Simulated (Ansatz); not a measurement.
# Boron, simple cubic under BLYP: ground state and equation of state, part 2 of 2

The plan for boron in the simple cubic structure: relax it, solve it on a dense k-mesh, then scale the cell to 7 volumes from 88 to 112 % of the relaxed one and try a fit of the equation of state. Spin polarisation is left out. The k-meshes are 16×16×16 for the relaxation; 27×27×27 for the dense run; 18×18×18 for the volumes.

Ansatz 0.2.0; DFT, BLYP, plane waves (420 eV) with PAW, scalar-relativistic. The steps go on from the part before.

### 7 Volume × 1.0

input.yaml

```yaml
crystal:
  lattice:
    - [1.9056841825, 0.0, 0.0]
    - [0.0, 1.9056841825, 0.0]
    - [0.0, 0.0, 1.9056841825]
  atoms:
    - { symbol: B, position: [0.0, 0.0, 0.0] }
hamiltonian:
  xc: blyp
  pseudopotentials:
    kind: paw
    azcp:
      B: "pseudopotentials/B.paw.azcp"
basis:
  ecutwfc: 420
  fft_grid_basis: typed
kpoints:
  mp_grid: { grid: [18, 18, 18], shift: [0, 0, 0] }
magnetization:
  spin_polarized: false
scf:
  occupations: { method: fermi_dirac, width: 0.1 }
  lower_state_search: "off"
output:
  stress: true
```

Output, cut to the lines that bear on the results:

```text
Warning: RAYON_NUM_THREADS=2 ignored (pool sized by the plan → 2); use --threads N
[...]
Pseudopotentials: kind: paw
Pseudopotential: B, paw, valence charge 3, recommended cutoff 420 eV (normal), <dir>
Functional definition: BLYP
[...]
Crystal: 1 atoms, lattice volume = 6.921 Å³
Basis set: ecut = 420 eV, 147 PW (Γ), exchange–correlation on 30×30×30 points (8 copies of the dense FFT grid, shifted against one another)
Bands: 6, of which v1, the nominal top of the filled ones, is band 2 counted from 1 (1 counted from 0)
Symmetry: 48 space group operations
Space group: Pm-3m (ITA 221), of the structure as read, at distance tolerance 1.9e-5 Å
k-points: 220 of 5832
[...]
SCF iter   1: F=—  HF=-155.050686 eV  |F-HF|=—  |Δ(HF+E_count)|=         —  Δρ=1.18e-2  dr2=7.89e-3  ethr=1.77e-3  ⟨swp⟩=4.5  Hψ=9935  notcnv=0
[...]
SCF iter   6: F=-155.048865 eV  HF=-155.048865 eV  |F-HF|=2.84e-14  |Δ(HF+E_count)|=  1.40e-11  Δρ=5.00e-8  dr2=7.09e-14  ethr=3.07e-12  ⟨swp⟩=1.0  Hψ=3669  notcnv=0
[...]
SCF converged after 6 iterations
Free energy (F): -155.048865 eV
[...]
E sigma→0 (E₀):  -155.043316 eV
Entropy (-TS):   -0.011098 eV (-11.098 meV/atom)
Fermi energy:    10.418328 eV
[...]
--- Stress (GPa, compression-positive) ---
        0.569387      -0.000000       0.000000
       -0.000000       0.569387       0.000000
        0.000000       0.000000       0.569387
  P = ⅓ Tr σ = 0.5694 GPa (5.694 kbar)
```

Run time: 0.78 s. Hardware: 2 threads of an x86-64 CPU, shared host; peak memory 0.31 GiB.

### 8 Volume × 1.04

input.yaml, as its differences from that of step 7:

```diff
@@ -2,5 +2,5 @@
   lattice:
-    - [1.9056841825, 0.0, 0.0]
-    - [0.0, 1.9056841825, 0.0]
-    - [0.0, 0.0, 1.9056841825]
+    - [1.9307618502, 0.0, 0.0]
+    - [0.0, 1.9307618502, 0.0]
+    - [0.0, 0.0, 1.9307618502]
   atoms:
```

Output, cut to the lines that bear on the results:

```text
Warning: RAYON_NUM_THREADS=2 ignored (pool sized by the plan → 2); use --threads N
[...]
[... 3 set-up lines as earlier in the session ...]
[...]
Crystal: 1 atoms, lattice volume = 7.198 Å³
Basis set: ecut = 420 eV, 147 PW (Γ), exchange–correlation on 30×30×30 points (8 copies of the dense FFT grid, shifted against one another)
Bands: 6, of which v1, the nominal top of the filled ones, is band 2 counted from 1 (1 counted from 0)
[... 2 set-up lines as earlier in the session ...]
k-points: 220 of 5832
[...]
SCF iter   1: F=—  HF=-155.044971 eV  |F-HF|=—  |Δ(HF+E_count)|=         —  Δρ=1.16e-2  dr2=8.10e-3  ethr=1.77e-3  ⟨swp⟩=4.5  Hψ=9969  notcnv=0
[...]
SCF iter   6: F=-155.043019 eV  HF=-155.043019 eV  |F-HF|=5.68e-14  |Δ(HF+E_count)|=  2.16e-12  Δρ=5.05e-8  dr2=7.01e-14  ethr=3.15e-12  ⟨swp⟩=1.0  Hψ=3658  notcnv=0
[...]
SCF converged after 6 iterations
Free energy (F): -155.043019 eV
[...]
E sigma→0 (E₀):  -155.037352 eV
Entropy (-TS):   -0.011334 eV (-11.334 meV/atom)
Fermi energy:    9.910042 eV
[...]
--- Stress (GPa, compression-positive) ---
       -7.082325      -0.000000       0.000000
        0.000000      -7.082325      -0.000000
        0.000000      -0.000000      -7.082325
  P = ⅓ Tr σ = -7.0823 GPa (-70.823 kbar)
```

It took 0.92 s on 2 threads of an x86-64 CPU, shared host; peak memory 0.28 GiB.

### 9 Volume × 1.08

input.yaml, as its differences from that of step 8:

```diff
@@ -2,5 +2,5 @@
   lattice:
-    - [1.9307618502, 0.0, 0.0]
-    - [0.0, 1.9307618502, 0.0]
-    - [0.0, 0.0, 1.9307618502]
+    - [1.9552044684, 0.0, 0.0]
+    - [0.0, 1.9552044684, 0.0]
+    - [0.0, 0.0, 1.9552044684]
   atoms:
```

Output, cut to the lines that bear on the results:

```text
Warning: RAYON_NUM_THREADS=2 ignored (pool sized by the plan → 2); use --threads N
[...]
[... 3 set-up lines as earlier in the session ...]
[...]
Crystal: 1 atoms, lattice volume = 7.474 Å³
Basis set: ecut = 420 eV, 147 PW (Γ), exchange–correlation on 30×30×30 points (8 copies of the dense FFT grid, shifted against one another)
Bands: 6, of which v1, the nominal top of the filled ones, is band 2 counted from 1 (1 counted from 0)
[... 1 set-up line as earlier in the session ...]
Space group: Pm-3m (ITA 221), of the structure as read, at distance tolerance 2.0e-5 Å
k-points: 220 of 5832
[...]
SCF iter   1: F=—  HF=-155.027248 eV  |F-HF|=—  |Δ(HF+E_count)|=         —  Δρ=1.14e-2  dr2=8.28e-3  ethr=1.77e-3  ⟨swp⟩=4.6  Hψ=9978  notcnv=0
[...]
SCF iter   6: F=-155.025145 eV  HF=-155.025145 eV  |F-HF|=0.00e0  |Δ(HF+E_count)|=  2.17e-11  Δρ=4.53e-8  dr2=7.35e-14  ethr=1.49e-12  ⟨swp⟩=1.0  Hψ=3660  notcnv=0
[...]
SCF converged after 6 iterations
Free energy (F): -155.025145 eV
[...]
E sigma→0 (E₀):  -155.019374 eV
Entropy (-TS):   -0.011543 eV (-11.543 meV/atom)
Fermi energy:    9.435101 eV
[...]
--- Stress (GPa, compression-positive) ---
      -13.401674      -0.000000       0.000000
        0.000000     -13.401674      -0.000000
        0.000000      -0.000000     -13.401674
  P = ⅓ Tr σ = -13.4017 GPa (-134.017 kbar)
```

Run time: 0.87 s. Hardware: 2 threads of an x86-64 CPU, shared host; peak memory 0.31 GiB.

### 10 Volume × 1.12

input.yaml, as its differences from that of step 9:

```diff
@@ -2,5 +2,5 @@
   lattice:
-    - [1.9552044684, 0.0, 0.0]
-    - [0.0, 1.9552044684, 0.0]
-    - [0.0, 0.0, 1.9552044684]
+    - [1.9790507755, 0.0, 0.0]
+    - [0.0, 1.9790507755, 0.0]
+    - [0.0, 0.0, 1.9790507755]
   atoms:
```

Output, cut to the lines that bear on the results:

```text
Warning: RAYON_NUM_THREADS=2 ignored (pool sized by the plan → 2); use --threads N
[...]
[... 3 set-up lines as earlier in the session ...]
[...]
Crystal: 1 atoms, lattice volume = 7.751 Å³
Basis set: ecut = 420 eV, 147 PW (Γ), exchange–correlation on 30×30×30 points (8 copies of the dense FFT grid, shifted against one another)
Bands: 6, of which v1, the nominal top of the filled ones, is band 2 counted from 1 (1 counted from 0)
[... 2 set-up lines as earlier in the session ...]
k-points: 220 of 5832
[...]
SCF iter   1: F=—  HF=-154.999626 eV  |F-HF|=—  |Δ(HF+E_count)|=         —  Δρ=1.13e-2  dr2=8.54e-3  ethr=1.77e-3  ⟨swp⟩=4.5  Hψ=9969  notcnv=0
[...]
SCF iter   6: F=-154.997351 eV  HF=-154.997351 eV  |F-HF|=8.53e-14  |Δ(HF+E_count)|=  1.13e-11  Δρ=4.21e-8  dr2=7.07e-14  ethr=1.00e-12  ⟨swp⟩=1.0  Hψ=3657  notcnv=0
[...]
SCF converged after 6 iterations
Free energy (F): -154.997351 eV
[...]
E sigma→0 (E₀):  -154.991491 eV
Entropy (-TS):   -0.011720 eV (-11.720 meV/atom)
Fermi energy:    8.990280 eV
[...]
--- Stress (GPa, compression-positive) ---
      -18.612389       0.000000       0.000000
       -0.000000     -18.612389      -0.000000
        0.000000       0.000000     -18.612389
  P = ⅓ Tr σ = -18.6124 GPa (-186.124 kbar)
```

It took 0.8 s on 2 threads of an x86-64 CPU, shared host; peak memory 0.31 GiB.

### 11 Energy and pressure against volume

The cell was scaled evenly, with its shape and the fractional positions fixed.

```tsv
V (Å³/atom)	E − E₀ (meV/atom)	P from the stress (GPa)	P from the fit (GPa)
6.090	82.5	34.62	34.61
6.367	34.9	21.06	20.96
6.644	8.6	9.84	9.75
6.921	0.0	0.57	0.50
7.198	6.0	-7.08	-7.14
7.474	24.0	-13.40	-13.46
7.751	51.8	-18.61	-18.69
```

A third-order Birch-Murnaghan fit gives V₀ = 6.937 Å³/atom, B₀ = 208 GPa and B₀′ = 3.8; it misses no point by more than 0.03 meV/atom.

Fit and stress differ a little: one follows E(σ → 0), the other the smeared free energy.

### 12 Summary of results

The summary covers parts 1 to 2.

| quantity | value |
| --- | --- |
| space group (spins left aside) | Pm-3m (No. 221) |
| conventional cell | a = 1.906 Å |
| volume | 6.921 Å³/atom |
| shortest distance | 1.906 Å |
| gap on the mesh | none (levels filled in part) |
| relative to alpha-rhombohedral (B12) | +1234 meV/atom |
| highest ELF outside the cores | 0.83, 0.95 Å from the nearest atom |
| V₀, B₀, B₀′ | 6.937 Å³/atom, 208 GPa, 3.8 |

In words: From the guessed start the volume shrank by 2.2 % in 5 steps. Against the reference form of boron (alpha-rhombohedral (B12), computed apart with the same settings) it stands 1234 meV/atom higher. No gap shows: it is a metal or semimetal at this level. B₀ comes out at 208 GPa. Relaxation kept the symmetry; phonons were not checked.
